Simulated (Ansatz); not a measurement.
CsPbCl3:

```xyz
5
Lattice="5.6050 0.0000 0.0000 0.0000 5.6050 0.0000 0.0000 0.0000 5.6050" Properties=species:S:1:pos:R:3 pbc="T T T"
Pb    2.8025    2.8025    2.8025
Cs    0.0000    0.0000    0.0000
Cl    2.8025    0.0000    2.8025
Cl    0.0000    2.8025    2.8025
Cl    2.8025    2.8025    0.0000
```

```yaml
Program: Ansatz 0.2.0
Task: relaxation of cell and atoms
Functional: rPW86-PBE
Dispersion: rVV10
Potentials_or_basis: Ansatz PAW
Cutoff: "420 eV (not typed: the program's choice for these potentials)"
k_mesh: 5 × 5 × 5
Occupations: fermi-dirac, width 0.05 eV
Spin: no spin polarisation
```

At the start: volume 35.22 Å³/atom.

Task: Where does the relaxation end?

Result: It ends after 4 steps and the volume is 36.43 Å³/atom (+3.4 %); space group Pm-3m (No. 221, to 0.05 Å).

Step by step:
```tsv
step	energy change (eV)	largest force (eV/Å)	volume (Å³)
1	0.0000	0.0000	176.09
2	-0.0161	0.0000	180.43
3	-0.0175	0.0000	182.16
4	-0.0179	0.0000	182.16
```

Final structure:
```
CELL_PARAMETERS angstrom
5.66873 0.00000 0.00000
0.00000 5.66873 0.00000
0.00000 0.00000 5.66873
ATOMIC_POSITIONS crystal
Pb 0.50000 0.50000 0.50000
Cs 0.00000 0.00000 0.00000
Cl 0.50000 0.00000 0.50000
Cl 0.00000 0.50000 0.50000
Cl 0.50000 0.50000 0.00000
```

Caveat: the plane-wave basis is chosen anew once the cell has moved, so the energies of steps on either side of that aren't comparable; the PAW data sets come from PBE, with cores solved anew for the run's functional, which leaves a small shift of forces and pressure.
